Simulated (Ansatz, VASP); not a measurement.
**One calculation of Y, two programs**

INCAR

```
SYSTEM = Y
PREC = Accurate
ENCUT = 520
EDIFF = 1E-6
ISMEAR = -1
SIGMA = 0.05
LREAL = .FALSE.
LASPH = .TRUE.
NELM = 80
ALGO = Normal
ISIF = 2
LWAVE = .FALSE.
LCHARG = .FALSE.
LMAXMIX = 4
GGA = PE
NBANDS = 18
```

Contents of KPOINTS:

```
Automatic mesh
0
G
  8 8 5
  0 0 0
```

The input POSCAR:

```
Y
1.0
    3.6474000000      0.0000000000      0.0000000000
   -1.8237000000      3.1587410578      0.0000000000
    0.0000000000      0.0000000000      5.7306000000
Y
2
Direct
    0.6666666667      0.3333333333      0.7500000000
    0.3333333333      0.6666666667      0.2500000000
```

KPOINTS_OPT

```
path GMKGALHA,LM,KH
15
line-mode
reciprocal
 0.0000000000  0.0000000000  0.0000000000  G
 0.5000000000  0.0000000000  0.0000000000  M

 0.5000000000  0.0000000000  0.0000000000  M
 0.3333333333  0.3333333333  0.0000000000  K

 0.3333333333  0.3333333333  0.0000000000  K
 0.0000000000  0.0000000000  0.0000000000  G

 0.0000000000  0.0000000000  0.0000000000  G
 0.0000000000  0.0000000000  0.5000000000  A

 0.0000000000  0.0000000000  0.5000000000  A
 0.5000000000  0.0000000000  0.5000000000  L

 0.5000000000  0.0000000000  0.5000000000  L
 0.3333333333  0.3333333333  0.5000000000  H

 0.3333333333  0.3333333333  0.5000000000  H
 0.0000000000  0.0000000000  0.5000000000  A

 0.5000000000  0.0000000000  0.5000000000  L
 0.5000000000  0.0000000000  0.0000000000  M

 0.3333333333  0.3333333333  0.0000000000  K
 0.3333333333  0.3333333333  0.5000000000  H
```

The input input.yaml:

```yaml
crystal:
  lattice:
    - [3.6474, 0.0, 0.0]
    - [-1.8237, 3.1587410578, 0.0]
    - [0.0, 0.0, 5.7306]
  atoms:
    - { symbol: "Y", position: [0.6666666667, 0.3333333333, 0.75] }
    - { symbol: "Y", position: [0.3333333333, 0.6666666667, 0.25] }
hamiltonian:
  xc: pbe
  pseudopotentials: { kind: paw }
kpoints:
  mp_grid: { grid: [8, 8, 5] }
  band_path:
    path:
      - [[0.0, 0.0, 0.0], [0.5, 0.0, 0.0], [0.3333333333, 0.3333333333, 0.0], [0.0, 0.0, 0.0], [0.0, 0.0, 0.5], [0.5, 0.0, 0.5], [0.3333333333, 0.3333333333, 0.5], [0.0, 0.0, 0.5]]
      - [[0.5, 0.0, 0.5], [0.5, 0.0, 0.0]]
      - [[0.3333333333, 0.3333333333, 0.0], [0.3333333333, 0.3333333333, 0.5]]
    npoints: 14
scf:
  occupations: { method: fermi_dirac, width: 0.05 }
  n_extra_bands: 6
output:
  forces: true
  stress: true
  eigenvalues: true
  fatbands: false
  write_density: true
  write_potential: true
  elf: true
  volumetric_format: npy
```

Alike in both runs: task band structure; functional PBE; k mesh 8 × 8 × 5; occupations fermi-dirac, width 0.05 eV; no spin polarisation.

|  | VASP | Ansatz |
| --- | --- | --- |
| version | VASP 6.6.1 | Ansatz 0.2.0 |
| potentials or method | VASP PAW PBE potentials, release 64 (Y_sv) | Ansatz PAW |
| plane-wave cutoff (eV) | 520 | 420 |
| valence electrons in the cell | 22 | 22 |

|  | VASP | Ansatz | Ansatz less VASP |
| --- | --- | --- | --- |
| gap on the k mesh at the Fermi level (eV) | none | none | - |
| pressure (GPa) | -0.2 | -0.1 | +0.11 |
| largest component of the traceless stress (GPa) | 0.28 | 0.28 | +0.002 |

A gap of «none» marks a metal or a gap that the smearing closes.
